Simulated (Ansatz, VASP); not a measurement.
## BAs: VASP beside Ansatz

The input INCAR:

```
PREC = Accurate
ENCUT = 520
EDIFF = 1E-6
ISMEAR = 0
SIGMA = 0.1
LREAL = F
LASPH = T
NELM = 100
ALGO = Normal
ISIF = 2
LWAVE = F
LCHARG = F
```

Contents of KPOINTS:

```
regular mesh
0
Gamma
  10 10 10
```

POSCAR

```
BAs
3.3778
    0.000000000000      0.707117058440      0.707117058440
    0.707117058440      0.000000000000      0.707117058440
    0.707117058440      0.707117058440      0.000000000000
As B
1 1
Direct
    0.7500000000      0.7500000000      0.7500000000
    0.0000000000      0.0000000000      0.0000000000
```

Contents of input.yaml:

```yaml
crystal:
  lattice:
    - [0.0, 2.3885, 2.3885]
    - [2.3885, 0.0, 2.3885]
    - [2.3885, 2.3885, 0.0]
  atoms:
    - { symbol: As, position: [0.75, 0.75, 0.75] }
    - { symbol: B, position: [0.0, 0.0, 0.0] }
hamiltonian:
  xc: lda
  pseudopotentials: { kind: paw }
kpoints:
  mp_grid: { grid: [10, 10, 10] }
scf:
  occupations: { method: gaussian, width: 0.1 }
output:
  forces: true
  stress: true
  eigenvalues: true
  write_density: true
  write_potential: true
  elf: true
  volumetric_format: npy
```

Alike in both runs: task single point; functional LDA; k mesh 10 × 10 × 10; occupations gaussian, width 0.1 eV; no spin polarisation.

|  | VASP | Ansatz |
| --- | --- | --- |
| version | VASP 6.6.1 | Ansatz 0.2.0 |
| potentials or method | VASP PAW LDA potentials, release 64 (As, B) | Ansatz PAW |
| plane-wave cutoff (eV) | 520 | 420 |
| valence electrons in the cell | 8 | 18 |

|  | VASP | Ansatz | Ansatz less VASP |
| --- | --- | --- | --- |
| gap on the k mesh at the Fermi level (eV) | 1.12 | 1.13 | +0.007 |
| least direct gap on the mesh (eV) | 3.25 | 3.25 | +0.004 |
| pressure (GPa) | -3.1 | -3.9 | -0.84 |

The two sets of potentials don't hold the same shells in valence.

Caveats: the PAW data sets come from PBE, with cores solved anew for the run's functional, which leaves a small shift of forces and pressure (Ansatz). A k mesh can miss the band edges. Expect the measured gap to be larger: semilocal functionals such as LDA lack the derivative discontinuity.
